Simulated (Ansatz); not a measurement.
# 1T-CoClI monolayer in a perpendicular field, part 2 of 2

What dipole does a perpendicular field induce in the 1T-CoClI monolayer? A positive field points along +c.

Ansatz 0.2.0; plane-wave DFT, PBE-D3(BJ), Ansatz PAW.

So far. Step 2 (Relaxing the slab): The lattice constant a goes from 3.585 to 3.733 Å.

## Step 3: Atoms held, field 0

A sawtooth potential applies the field, turning back in the middle of the vacuum. With the dipole correction the typed value is the field outside the slab. The induced dipole is small, so the SCF threshold is tight.

The cell differs from the one that the last finished run ended in (c 35.979 → 20.874 Å).

The input, input.yaml:

```yaml
crystal:
  lattice:
    - [3.7327733731, 0.0, 0.0]
    - [-1.8663866866, 3.2326765677, 0.0]
    - [0.0, 0.0, 20.8737455612]
  atoms:
    - { symbol: I, position: [0.6666666667, 0.3333333333, 0.4311636344], spin: 0.15 }
    - { symbol: Co, position: [0.0, 0.0, 0.5121639504], spin: 2.33 }
    - { symbol: Cl, position: [0.3333333333, 0.6666666667, 0.5688363656], spin: 0.15 }
magnetization:
  spin_polarized: true
kpoints:
  mp_grid: { grid: [18, 18, 1] }
  band_path:
    path: [[0, 0, 0], [0.5, 0, 0], [0.33333333, 0.33333333, 0], [0, 0, 0]]
    npoints: 16
hamiltonian:
  xc: pbe
  dispersion: d3bj
scf:
  occupations: { method: fermi_dirac, width: 0.02585 }
  convergence: { dr2_threshold: 1.0e-10 }
efield:
  axis: 3
  dipole_correction: true
  ramp_position: 0.97
  ramp_width: 0.06
  amplitude: 0
output:
  dos: { projected: true, e_range: [-6, 5] }
  write_potential: true
  write_density: true
  volumetric_format: npy
  elf: true
```

On the command line:

```
> ansatz run input.yaml --threads 2 --pin off --max-ram 3072MiB --backend cpu --events-out ev --progress --plain --runs-dir out
```

Numbers of over 12 decimals in the logs are rounded to 6 here.

What it wrote:

```text
[...]
Crystal: 3 atoms, lattice volume = 251.880 Å³
Basis set: ecut = 420 eV, 4965 PW (Γ)
Bands: 27, of which v1, the nominal top of the filled ones, is band 21 counted from 1 (20 counted from 0)
Symmetry: 6 space group operations
k-points: 37 of 324 (time reversal used)
[...]
Starting moments: Σ|m| = 2.63 μB on 3 of 3 sites
[...]
SCF iter   1: F=—  HF=-13718.395748 eV  |F-HF|=—  |Δ(HF+E_count)|=         —  Δρ=1.69e-2 (↑1.69e-2 ↓1.18e-2)  dr2=7.94e-1  dr2_m=2.79e-1  M=2.860 μB ∫|m|=2.867 μB  β_m=1.00  ethr=1.86e-3  p=-0.000 e·Å  D=-2.00e-6 V/Å  ΔV_dip=0.00 eV  dr2_dipole=2.18e-2  V_vac-E_F(+/−)=5.38/5.38 eV  ⟨swp⟩=1.0  Hψ=15494  notcnv=0
[...]
efield: sawtooth ramp at fractional position 0.9700 (set: `efield.ramp_position`, or a place that a band, a saddle search or an elastic batch's reference lends), width 0.0600; the density the first Hamiltonian is built on has a dipole p = -0.000 e·Å; the dipole correction subtracts the counter field D = -2.00e-6 V/Å, which shifts the + side's vacuum level by +0.00 eV against the − side's; the planar-averaged density in the ramp window peaks in size at 1.1e-5 e/Å³
[...]
SCF iter   2: F=—  HF=-13719.077750 eV  |F-HF|=—  |Δ(HF+E_count)|=   6.82e-1  Δρ=5.54e-3 (↑5.35e-3 ↓5.54e-3)  dr2=1.67e-1  dr2_m=5.62e-3  M=2.891 μB ∫|m|=2.915 μB  β_m=0.38  ethr=1.86e-3  p=-0.013 e·Å  D=-9.09e-3 V/Å  ΔV_dip=0.19 eV  dr2_dipole=6.42e-3  V_vac-E_F(+/−)=5.31/5.12 eV  ⟨swp⟩=3.6  Hψ=3688  notcnv=0  defer=23
density mixer auto → msr1: a metal under ldos (density of states about μ 1.49 of a free-electron gas's, 30 screened modes)
SCF iter   3: F=—  HF=-13719.889781 eV  |F-HF|=—  |Δ(HF+E_count)|=         —  Δρ=1.58e-2 (↑4.88e-3 ↓1.58e-2)  dr2=2.86e-1  dr2_m=1.25e-1  M=2.990 μB ∫|m|=3.034 μB  β_m=1.00  ethr=4.07e-4  p=-0.026 e·Å  D=-1.89e-2 V/Å  ΔV_dip=0.39 eV  dr2_dipole=2.37e-3  V_vac-E_F(+/−)=5.08/4.68 eV  ⟨swp⟩=3.5  Hψ=4214  notcnv=0  defer=114  κ⁻¹=1.0e0(r=1)
[...]
SCF iter  17: F=-13719.890992 eV  HF=-13719.890992 eV  |F-HF|=1.09e-11  |Δ(HF+E_count)|=  4.73e-11  Δρ=3.49e-8 (↑3.49e-8 ↓2.72e-8)  dr2=4.68e-12  dr2_m=6.55e-13  M=2.845 μB ∫|m|=2.887 μB  ethr=1.00e-12  p=-0.043 e·Å  D=-3.12e-2 V/Å  ΔV_dip=0.65 eV  dr2_dipole=6.76e-15  V_vac-E_F(+/−)=5.74/5.09 eV  ⟨swp⟩=10.5  Hψ=7707  notcnv=0
[...]
SCF 1 converged in 17 iterations: F = -13719.890992 eV  dr2 = 4.68e-12
[...]
NSCF: frozen V_eff on 49 k-points
efield: sawtooth ramp at fractional position 0.9700 (kept from the solve that this one continues, or follows in the run), width 0.0600; the density the first Hamiltonian is built on has a dipole p = -0.043 e·Å; the dipole correction subtracts the counter field D = -3.12e-2 V/Å, which shifts the + side's vacuum level by +0.65 eV against the − side's; the planar-averaged density in the ramp window peaks in size at 9.9e-6 e/Å³
SCF converged after 17 iterations
Magnetization: 2.8454 μB (21.9227 up, 19.0773 down)
Absolute magnetization: 2.8868 μB (∫|ρ↑−ρ↓|, with the PAW one-centre terms)
[...]
Per-site moments (μB) at R_I (Å): [(0.159353, 1.129924), (2.340910, 1.014108), (0.149667, 1.014108)]
Free energy (F): -13719.890992 eV
[...]
Internal energy: -13719.885499 eV  (E = F + TS)
E sigma→0 (E₀):  -13719.888245 eV
Entropy (-TS):   -0.005493 eV (-1.831 meV/atom)
Fermi energy:    -1.630823 eV
Dipole field:    D = -0.031173 V/Å  (p = -0.043392 e·Å, saw-weighted, corrected)
Work function:   Φ+ = 5.7399 eV   Φ− = 5.0892 eV
Levels:          The Fermi level and band energies are counted from a zero that moves with the ramp; work functions are not
[...]
--- Band table (eV; the first three rows and the last of 74) ---
  k-point 0 ↑: bands = [... 17 lower, -3.8320, -3.2289, -3.2289, -1.4450, -1.4450, 1.7176, 3.0476, 3.7194, ... 2 higher]
  k-point 1 ↑: bands = [... 17 lower, -3.8291, -3.2485, -3.2179, -1.6193, -1.4788, 1.8225, 3.1115, 3.8094, ... 2 higher]
  k-point 2 ↑: bands = [... 17 lower, -3.7889, -3.2793, -3.1994, -2.0419, -1.5679, 2.1022, 3.2609, 3.9242, ... 2 higher]
  k-point 36 ↓: bands = [... 17 lower, -2.0937, -1.9502, -1.6473, -0.7588, -0.2491, 3.0861, 4.7706, 5.7312, ... 2 higher]
```

It took 82 s on 2 threads of Intel Xeon at 2.70GHz, shared host; peak memory 0.88 GiB; 2.6 min of CPU time.

In the SCF lines HF is the Harris–Foulkes energy and dr2 the Hartree energy of the density residual, in eV; the loop may stop once dr2 is under the threshold and the program's other checks hold. Hψ counts applications of the Hamiltonian.

This step gave:

```
energy at zero smearing        : -13719.8882 eV
total moment                   : 2.845 μB
site moments                   : 0.1594, 2.341, 0.1497 μB
work function, upper face      : 5.740 eV
work function, lower face      : 5.089 eV
dipole along the normal        : -0.04339 e·Å
step between the vacuum levels : 0.6507 eV
```

Running mean over a fixed 2.8 Å (it still follows the layers) of the planar mean; the ramp of the sawtooth is left out. Electron's electrostatic potential energy less the Fermi level against z:

z (Å), electron's electrostatic potential energy less the Fermi level (eV) and a bar from the least value:
```
     2.90       5.09 ############################
     3.33       5.09 ############################
     3.77       5.09 ############################
     4.06       5.09 ############################
     4.49       5.09 ############################
     4.93       5.09 ############################
     5.36       5.08 ############################
     5.80       5.05 ############################
     6.09       5.00 ############################
     6.52       4.78 ###########################
     6.96       4.02 #########################
     7.39       2.80 ######################
     7.83       1.60 ###################
     8.26       0.27 ###############
     8.55      -0.57 #############
     8.99      -1.94 #########
     9.42      -3.56 #####
     9.86      -4.47 ##
    10.29      -4.97 #
    10.58      -5.31 
    11.02      -5.31 
    11.45      -4.48 ##
    11.89      -2.85 #######
    12.32      -0.76 ############
    12.61       0.52 ################
    13.05       2.35 #####################
    13.48       4.13 ##########################
    13.92       5.29 #############################
    14.35       5.64 ##############################
    14.79       5.72 ##############################
    15.08       5.73 ##############################
    15.51       5.74 ##############################
    15.95       5.74 ##############################
    16.38       5.74 ##############################
    16.82       5.74 ##############################
    17.10       5.74 ##############################
    17.54       5.74 ##############################
    17.97       5.74 ##############################
```

The density of states has structure finer than the step of the table below, so its rows give means over 0.2 eV, whole bins alone (the curve runs from -6 to 1.99 eV). Peaks (eV: height): total -4.43: 10.6, -3.38: 11.9, -1.97: 10.4, -1.56: 9.49, -0.73: 11.4, -0.32: 19.0, 1.39: 9.02; up -4.68: 6.98, -4.43: 9.72, -2.94: 4.97, -2.80: 4.97, -1.97: 8.76, -1.64: 7.02, -1.56: 9.01; down -4.73: 4.60, -3.38: 10.5, -0.73: 10.1, -0.32: 17.7, 0.23: 6.88, 1.06: 7.14, 1.39: 9.02.

Table of density of states by energy, zero at the Fermi level; means over each step; values in states/eV a cell:

| energy (eV) | total | up | down |
| --- | --- | --- | --- |
| -5.8 | 0.419 | 0.419 | 0 |
| -5.6 | 1.19 | 0.891 | 0.295 |
| -5.4 | 2.27 | 1.44 | 0.827 |
| -5.2 | 2.92 | 1.71 | 1.20 |
| -5.0 | 1.81 | 1.02 | 0.788 |
| -4.8 | 4.39 | 2.47 | 1.91 |
| -4.6 | 4.07 | 2.24 | 1.83 |
| -4.4 | 5.53 | 4.38 | 1.15 |
| -4.2 | 1.63 | 0.350 | 1.28 |
| -4.0 | 4.30 | 3.23 | 1.06 |
| -3.8 | 2.24 | 0.769 | 1.47 |
| -3.6 | 3.35 | 0.926 | 2.43 |
| -3.4 | 4.69 | 1.34 | 3.35 |
| -3.2 | 3.13 | 2.27 | 0.860 |
| -3.0 | 2.80 | 2.53 | 0.277 |
| -2.8 | 4.90 | 4.02 | 0.884 |
| -2.6 | 2.95 | 2.01 | 0.936 |
| -2.4 | 3.58 | 1.07 | 2.51 |
| -2.2 | 3.66 | 1.15 | 2.51 |
| -2.0 | 5.22 | 3.32 | 1.89 |
| -1.8 | 3.60 | 2.87 | 0.737 |
| -1.6 | 5.00 | 4.50 | 0.504 |
| -1.4 | 0.726 | 0.345 | 0.380 |
| -1.2 | 1.39 | 1.12 | 0.273 |
| -1.0 | 2.20 | 2.06 | 0.136 |
| -0.8 | 3.70 | 1.42 | 2.28 |
| -0.6 | 5.14 | 2.24 | 2.89 |
| -0.4 | 5.44 | 1.43 | 4.01 |
| -0.2 | 1.90 | 0.703 | 1.19 |
| 0.0 | 2.34 | 0.460 | 1.88 |
| 0.2 | 3.16 | 0.133 | 3.03 |
| 0.4 | 0 | 0 | 0 |
| 0.6 | 0 | 0 | 0 |
| 0.8 | 0.454 | 0 | 0.454 |
| 1.0 | 2.89 | 0 | 2.89 |
| 1.2 | 2.80 | 0 | 2.80 |
| 1.4 | 3.82 | 0 | 3.82 |
| 1.6 | 0.460 | 0 | 0.460 |
| 1.8 | 0 | 0 | 0 |

Projected DOS per atom over height of the atomic layer and energy from the Fermi level. Layers: I Co Cl from below.

Ten even steps from '0' (0.00 states/eV) to '9' (3.20 states/eV), each cell a mean:
```
000
150
160
000
020
150
380
381
221
141
291
532
441
352
433
125
234
136
427
113
112
000
```
Columns: height of the atomic layer (Å) from 9 to 11.9 (not evenly spaced); rows upwards: energy from the Fermi level (eV) from -5.96 to 1.96.

Projected DOS per atom, spin up over height of the atomic layer and energy from the Fermi level. Layers: I Co Cl from below.

Ten even steps from '0' (0.00 states/eV) to '9' (2.95 states/eV), each cell a mean:
```
000
000
000
000
000
100
210
321
221
031
091
021
131
251
230
110
131
034
214
112
012
000
```
Columns: height of the atomic layer (Å) from 9 to 11.9 (not evenly spaced); rows upwards: energy from the Fermi level (eV) from -5.96 to 1.96.

Projected DOS per atom, spin down over height of the atomic layer and energy from the Fermi level. Layers: I Co Cl from below.

Ten even steps from '0' (0.00 states/eV) to '9' (2.57 states/eV), each cell a mean:
```
000
160
170
010
020
070
190
080
000
000
200
511
410
100
303
016
003
102
204
002
001
000
```
Columns: height of the atomic layer (Å) from 9 to 11.9 (not evenly spaced); rows upwards: energy from the Fermi level (eV) from -5.96 to 1.96.

Deep bands are left out, so band numbers here count from the lowest band kept and differ from the log's. The electronic bands at the labelled points (eV, zero at the Fermi level; # counts the bands kept):

| point | up #8 | up #9 | up #10 | up #11 | down #7 | down #8 | down #9 | down #10 |
| --- | --- | --- | --- | --- | --- | --- | --- | --- |
| Γ | -1.60 | -1.60 | 0.19 | 0.19 | -0.73 | -0.73 | 0.09 | 1.65 |
| halfway | -1.81 | -1.64 | -1.20 | -0.20 | -0.76 | -0.33 | 0.21 | 1.04 |
| M | -1.99 | -1.93 | -0.76 | -0.34 | -0.77 | -0.30 | 0.06 | 1.30 |
| halfway | -1.96 | -1.69 | -1.05 | -0.63 | -0.56 | -0.30 | 0.03 | 0.96 |
| K | -1.82 | -1.64 | -1.45 | -0.60 | -0.46 | -0.32 | -0.02 | 0.87 |
| halfway | -1.90 | -1.54 | -1.06 | -0.67 | -0.64 | -0.34 | 0.21 | 1.05 |
| Γ | -1.60 | -1.60 | 0.19 | 0.19 | -0.73 | -0.73 | 0.09 | 1.65 |

Spin density in the ca plane at fractional y = 0.000, with atoms of Co within 0.2 Å of it.

Ten even steps from '0' (0.0 e/Å³) to '9' (6.2 e/Å³), each cell a mean:
```
00000000000000000001451000000000000000000000
00000000000000000000000000000000000000000000
00000000000000000000000000000000000000000000
00000000000000000000000000000000000000000000
00000000000000000000000000000000000000000000
00000000000000000000000000000000000000000000
00000000000000000000000000000000000000000000
00000000000000000000000000000000000000000000
00000000000000000000110000000000000000000000
00000000000000000001892000000000000000000000
```
Columns run along c (16.0 Å, from fractional 0.16 to 0.92 of the cell), rows up along a (3.7 Å). Atoms in or near the plane, at fractional coordinates: Co at (0.51, 0.00).

ELF of down spins in the ca plane at fractional y = 0.000, with atoms of Co within 0.2 Å of it. It is the smooth field of the valence electrons, not physical close to the nuclei.

Ten even steps from '0' (0.00) to '9' (0.96), each cell a mean:
```
00000000000000001103894000000000000000000000
00000000000001223322332111000000000000000000
00000000000124566642101344310000000000000000
00000000001246776653113566531000000000000000
00000000001357766663114677642000000000000000
00000000001357766663114676542000000000000000
00000000000135666652112455421000000000000000
00000000000012345431111122100000000000000000
00000000000000112213663000000000000000000000
00000000000000001004995000000000000000000000
```
Columns run along c (16.0 Å, from fractional 0.16 to 0.92 of the cell), rows up along a (3.7 Å). Atoms in or near the plane, at fractional coordinates: Co at (0.51, 0.00).

Valence density in the ca plane at fractional y = 0.000, with atoms of Co within 0.2 Å of it. It is the smooth field of the valence electrons, not physical close to the nuclei.

Ten steps, logarithmic in the rise over the least value, from '0' (0 e/Å³) to '9' (37 e/Å³), each cell a mean:
```
00000000000000000015885100000000000000000000
00000000000000000012442100000000000000000000
00000000000000001111111000000000000000000000
00000000000000111110000110000000000000000000
00000000000000111110001111000000000000000000
00000000000000111110000111000000000000000000
00000000000000011110001100000000000000000000
00000000000000000011221100000000000000000000
00000000000000000014674100000000000000000000
00000000000000000016996200000000000000000000
```
Columns run along c (16.0 Å, from fractional 0.16 to 0.92 of the cell), rows up along a (3.7 Å). Atoms in or near the plane, at fractional coordinates: Co at (0.51, 0.00).

The work function of the upper face is 5.74 eV.

## Step 4: Atoms held, field 0.1 V/Å

Changes to input.yaml since step 3:

```diff
@@ -27,5 +27,4 @@
   ramp_width: 0.06
-  amplitude: 0
+  amplitude: 0.1
 output:
-  dos: { projected: true, e_range: [-6, 5] }
   write_potential: true
@@ -33,2 +32 @@
   volumetric_format: npy
-  elf: true
```

What it wrote:

```text
[...]
Crystal: 3 atoms, lattice volume = 251.880 Å³
Basis set: ecut = 420 eV, 4965 PW (Γ)
Bands: 27, of which v1, the nominal top of the filled ones, is band 21 counted from 1 (20 counted from 0)
Symmetry: 6 space group operations
k-points: 37 of 324 (time reversal used)
[...]
Starting moments: Σ|m| = 2.63 μB on 3 of 3 sites
[...]
k-point 1 ↑: bands = [... 17 lower, -3.8445, -3.2649, -3.2343, -1.6469, -1.5064, 1.7857, 2.8845, 3.7120, ... 2 higher]
  k-point 2 ↑: bands = [... 17 lower, -3.8069, -3.2969, -3.2170, -2.0692, -1.5954, 2.0571, 3.0388, 3.8806, ... 2 higher]
  k-point 36 ↓: bands = [... 17 lower, -2.1167, -1.9748, -1.6662, -0.7819, -0.2732, 3.0550, 4.7243, 5.6923, ... 2 higher]
[key lines of the parts left out:]
SCF converged after 17 iterations
Magnetization: 2.8517 μB (21.9259 up, 19.0741 down)
Free energy (F): -13719.888238 eV
Fermi energy:    -1.651661 eV
Dipole field:    D = -0.008388 V/Å  (p = -0.011676 e·Å, saw-weighted, corrected)
```

It took 91 s on 2 threads; peak memory 0.89 GiB; 2.9 min of CPU time.

The dipole is -0.0117 e·Å, 0.0317 e·Å from its value without field.

## Step 5: Atoms held, field -0.1 V/Å

Changes to input.yaml since step 4:

```diff
@@ -27,3 +27,3 @@
   ramp_width: 0.06
-  amplitude: 0.1
+  amplitude: -0.1
 output:
```

What it wrote:

```text
[...]
Crystal: 3 atoms, lattice volume = 251.880 Å³
Basis set: ecut = 420 eV, 4965 PW (Γ)
Bands: 27, of which v1, the nominal top of the filled ones, is band 21 counted from 1 (20 counted from 0)
Symmetry: 6 space group operations
k-points: 37 of 324 (time reversal used)
[...]
Starting moments: Σ|m| = 2.63 μB on 3 of 3 sites
[...]
k-point 1 ↑: bands = [... 17 lower, -3.8143, -3.2326, -3.2021, -1.5924, -1.4519, 1.8462, 3.2922, 3.5809, ... 2 higher]
  k-point 2 ↑: bands = [... 17 lower, -3.7717, -3.2624, -3.1825, -2.0154, -1.5412, 2.1306, 3.4326, 3.7213, ... 2 higher]
  k-point 36 ↓: bands = [... 17 lower, -2.0715, -1.9264, -1.6291, -0.7365, -0.2257, 3.1160, 4.8142, 5.7635, ... 2 higher]
[key lines of the parts left out:]
SCF converged after 17 iterations
Magnetization: 2.8390 μB (21.9195 up, 19.0805 down)
Free energy (F): -13719.896916 eV
Fermi energy:    -1.610727 eV
Dipole field:    D = -0.053938 V/Å  (p = -0.075081 e·Å, saw-weighted, corrected)
```

It took 93 s on 2 threads; peak memory 0.88 GiB; 2.9 min of CPU time.

The dipole is -0.0751 e·Å, -0.0317 e·Å from its value without field.

## Step 6: Response, atoms held

This step: plane-wave DFT, PBE-D3(BJ), Ansatz PAW; response to a field along the normal, atoms held (Ansatz 0.2.0).

The dipoles give the slope, and the difference of two potentials shows where the field is screened.

This step gave:

```
equivalent conductor thickness p/(ε₀AE) : 4.754 Å
distance between the outer atoms        : 2.874 Å
```

Dipole of the cell against applied field:

| applied field (V/Å) | dipole of the cell (e·Å) |
| --- | --- |
| -0.1000 | -0.0751 |
| 0.0000 | -0.0434 |
| 0.1000 | -0.0117 |

Total moment against applied field:

| applied field (V/Å) | total moment (μB) |
| --- | --- |
| -0.1000 | 2.84 |
| 0.0000 | 2.85 |
| 0.1000 | 2.85 |

Local field over the applied field, running mean. From the potentials at -0.1 and 0.1 V/Å; running mean over 2.5 Å. Table of local field over applied field by z:

| z (Å) | local field over applied field |
| --- | --- |
| 4.5 | 0.998 |
| 5.0 | 0.994 |
| 5.5 | 0.984 |
| 6.0 | 0.954 |
| 6.5 | 0.886 |
| 7.0 | 0.763 |
| 7.5 | 0.600 |
| 8.0 | 0.419 |
| 8.5 | 0.243 |
| 9.0 | 0.116 |
| 9.5 | 0.0629 |
| 10.0 | 0.0574 |
| 10.5 | 0.0746 |
| 11.0 | 0.121 |
| 11.5 | 0.197 |
| 12.0 | 0.311 |
| 12.5 | 0.458 |
| 13.0 | 0.625 |
| 13.5 | 0.781 |
| 14.0 | 0.900 |
| 14.5 | 0.964 |
| 15.0 | 0.988 |
| 15.5 | 0.996 |
| 16.0 | 0.999 |
| 16.5 | 1.000 |

Electrons, planar mean, per unit field. The induced electron density by z:

```csv
z (Å),induced electron density (e/Å³ per V/Å)
4.06,2.3e-6
4.35,4.7e-6
4.78,1.4e-5
5.07,2.8e-5
5.51,7.4e-5
5.80,1.4e-4
6.09,2.6e-4
6.52,6.2e-4
6.81,0.00106
7.10,0.00172
7.54,0.00298
7.83,0.00342
8.26,0.00220
8.55,0.00135
8.84,0.00160
9.28,5.3e-4
9.57,1.1e-4
9.86,-9.6e-4
10.29,-7.8e-4
10.58,-0.0012
11.02,0.00115
11.31,7.4e-5
11.60,-6.4e-4
12.03,-0.00148
12.32,-0.00233
12.61,-0.00338
13.05,-0.00280
13.34,-0.00183
13.77,-8.0e-4
14.06,-4.3e-4
14.35,-2.2e-4
14.79,-8.0e-5
15.08,-3.9e-5
15.37,-1.9e-5
15.80,-6.2e-6
16.09,-2.8e-6
16.52,-1.1e-6
16.82,-6.7e-7
```

By hand: between -0.1 and 0.1 V/Å the dipole changes by 0.06341 e·Å, a slope of 0.3170 e·Å²/V. A perfect conductor of thickness t has p = ε₀AEt, so t = 180.95 × 0.3170 / 12.067 = 4.75 Å (e/ε₀ = 180.95 V·Å, A in Å²).

The induced dipole is that of a conductor 4.75 Å thick.

## Step 7: Summary of results

| Item | Value |
| --- | --- |
| gap without field | none |
| work function, upper face | 5.74 eV |
| step between the vacuum levels | 0.651 eV |
| equivalent conductor thickness, atoms held | 4.75 Å |

What this shows: The induced dipole equals that of a perfect conductor 4.75 Å thick, while the outer atoms lie 2.87 Å apart. The two faces differ: the vacuum level above lies 0.65 eV higher than the one below. There is no gap over 0.03 eV, with or without the field. For an open d or f shell that can be the fault of a semilocal functional without a Hubbard term. The magnetic order is the one reached from the typed start; other orders were not compared. Spin-orbit coupling is left out, which matters for the bands of elements this heavy.

[Logs are printed without paths, hosts, clocks, repeated set-up lines and the standing remarks that a program may print on its own settings, such as how far it seeks lower states.]

[Hosts, paths, dates, database ids (printed as entryN), source tags and the programs' standing remarks are cut or masked in the printed files.]

[Maps of the electrostatic potential energy from Ansatz leave out the sawtooth potential of an applied field or a dipole correction, so their vacuum need not be flat; planar profiles and work functions include it.]

[The density of states shown here was stored with 400 of the rows of the run's finer table, so its peaks can read low, often by over a quarter, or be missed, and its means over a window can be off by a tenth or more.]
